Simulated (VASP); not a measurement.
Here is a VASP 6.6.1 calculation.

POSCAR

```
N
1.0
    2.5641627281      0.0000000000      0.0000000000
   -1.2820813640      2.2206300620      0.0000000000
    0.0000000000      0.0000000000      2.4406973209
N
2
Direct
    0.6666666667      0.3333333333      0.2500000000
    0.3333333333      0.6666666667      0.7500000000
```

INCAR.step1

```
SYSTEM = N
ALGO = Normal
EDIFF = 1E-4
ENCUT = 520
GGA = PE
ISMEAR = 0
LASPH = .True.
LCHARG = .False.
LREAL = .False.
LWAVE = .True.
NBANDS = 12
NELM = 100
PREC = Accurate
SIGMA = 0.1
```

File INCAR.step2:

```
SYSTEM = N
ALGO = Normal
EDIFF = 1E-6
ENCUT = 520
ISIF = 2
ISMEAR = 0
ISTART = 1
LASPH = .True.
LCHARG = .False.
LMIXTAU = .True.
LREAL = .False.
LWAVE = .False.
METAGGA = R2SCAN
NBANDS = 12
NELM = 100
PREC = Accurate
SIGMA = 0.1
```

KPOINTS

```
k-points
0
Gamma
  18 18 18
  0 0 0
```

Potentials or basis: VASP PAW PBE potentials, release 64 (N).

The run is started by

```sh
$ cat potpaw_PBE.64/N/POTCAR > POTCAR
$ cp INCAR.step1 INCAR
$ mpirun -np 1 vasp_std > vasp.out
$ cp INCAR.step2 INCAR
$ mpirun -np 1 vasp_std > vasp.out
```

Task: What does it give for the pressure?

Result: -0.1 GPa.

Task: What does it give for the band gap on the k mesh?

Result: None (metal or under the smearing width).

Stress tensor (GPa, compression positive):
```
-0.13  0.00  0.00
 0.00 -0.13  0.00
 0.00  0.00  0.02
```

Caveat: the PAW data sets were made with another functional, which shifts forces and pressure a little.
